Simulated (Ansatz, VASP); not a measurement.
# One calculation of InSe, two programs

```
In Se
1.0
     4.00823    0.00000    0.00000
    -2.00412    3.47123    0.00000
     0.00000    0.00000   16.86692
In Se
4 4
Direct
  0.00000 0.00000 0.58231
  0.00000 0.00000 0.41769
  0.33333 0.66667 0.91770
  0.33333 0.66667 0.08230
  0.66667 0.33333 0.84194
  0.66667 0.33333 0.15806
  0.33333 0.66667 0.65805
  0.33333 0.66667 0.34195
```

Alike in both runs: functional PBEsol; k mesh 12 × 12 × 2; occupations gaussian, width 0.02 eV; no spin polarisation.

Ansatz relaxed the structure, and its values are those at the end. VASP's run is a single point on that final structure, the one shown.

|  | VASP | Ansatz |
| --- | --- | --- |
| version | VASP 6.6.1 | Ansatz 0.2.0 |
| potentials or method | VASP PAW PBE potentials, release 64 (In_d, Se) | scalar-relativistic, plane waves, PAW |
| plane-wave cutoff (eV) | 520 | 420 |
| valence electrons in the cell | 76 | 116 |

Ansatz gave:

| Item | Value |
| --- | --- |
| gap on the k mesh at the Fermi level (eV) | 0.37 |
| least direct gap on the mesh (eV) | 0.37 |
| pressure (GPa) | 0.0 |
| rms of the force components (eV/Å) | 0.000 |

Question: Estimate VASP's values.

Answer: gap on the k mesh at the Fermi level (eV): 0.36; least direct gap on the mesh (eV): 0.36; pressure (GPa): 0.1; rms of the force components (eV/Å): 0.011.

The functional is the same, so the differences come from potentials, cutoffs and numerics. The two sets of potentials don't hold the same shells in valence.

Caveats: the PAW data sets were made with another functional, which shifts forces and pressure a little (VASP); spin-orbit coupling is left out, which moves the levels of the heavy elements; this functional lacks dispersion, which binds the layers, so the pressure and a relaxed spacing across them are unreliable.
